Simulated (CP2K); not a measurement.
Crystal: SnTe.

```xyz
2
Lattice="4.4560 0.0000 0.0000 2.2280 3.8590 0.0000 2.2280 1.2863 3.6383" Properties=species:S:1:pos:R:3 pbc="T T T"
Te    4.4560    2.5727    1.8191
Sn    0.0000    0.0000    0.0000
```

Base run:

```yaml
Program: CP2K 2026.2
Functional: MS2
Potentials_or_basis: POTENTIAL_UZH Te GTH-PBE-q6, Sn GTH-PBE-q4; TZVP-MOLOPT-PBE-GTH basis
Density_cutoff: 9184 eV
k_mesh: 7 × 7 × 7
Occupations: fermi-dirac, width 0.05 eV
Spin: no spin polarisation
```

Its results: pressure 4.8 GPa.

After a change of settings the same cell gave: pressure 2.7 GPa. Which change was it?
A. functional from MS2 to LDA
B. functional from MS2 to PBEsol
C. functional from MS2 to BLYP
D. functional from MS2 to OLYP

D.

Caveats: the potentials were made for another functional, which shifts forces and pressure; the basis of atomic orbitals isn't converged, which shifts pressures, moduli and gaps.
